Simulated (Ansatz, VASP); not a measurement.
**MgS: VASP beside Ansatz**

```
Mg S
1.0
     0.10624    2.83312    2.83312
     2.83312    0.10624    2.83312
     2.93936    2.93936    0.00000
Mg S
1 1
Direct
  0.00000 0.00000 0.00000
  0.75000 0.75000 0.75000
```

Change from the starting cell: strain +0.0750 x Voigt [0, 0, 0, 0, 0, 1], atoms carried along.

Alike in both runs: task single point; functional LDA; k mesh 8 × 8 × 8; occupations gaussian, width 0.05 eV; no spin polarisation.

```csv
,VASP,Ansatz
version,VASP 6.6.1,Ansatz 0.2.0
potentials or method,"VASP PAW LDA potentials, release 64 (Mg, S)","scalar-relativistic, plane waves, PAW"
plane-wave cutoff (eV),520,420
valence electrons in the cell,8,16
```

|  | VASP | Ansatz | Ansatz less VASP |
| --- | --- | --- | --- |
| gap on the k mesh at the Fermi level (eV) | 3.01 | 3.00 | -0.009 |
| least direct gap on the mesh (eV) | 3.01 | 3.00 | -0.009 |
| pressure (GPa) | -2.1 | -1.8 | +0.32 |
| largest component of the traceless stress (GPa) | 3.74 | 3.73 | -0.017 |
| rms of the force components (eV/Å) | 0.242 | 0.240 | -0.0024 |

Atom by atom the forces differ by 0.002 eV/Å (rms over components). The two sets of potentials don't hold the same shells in valence.

A k mesh can miss the band edges.
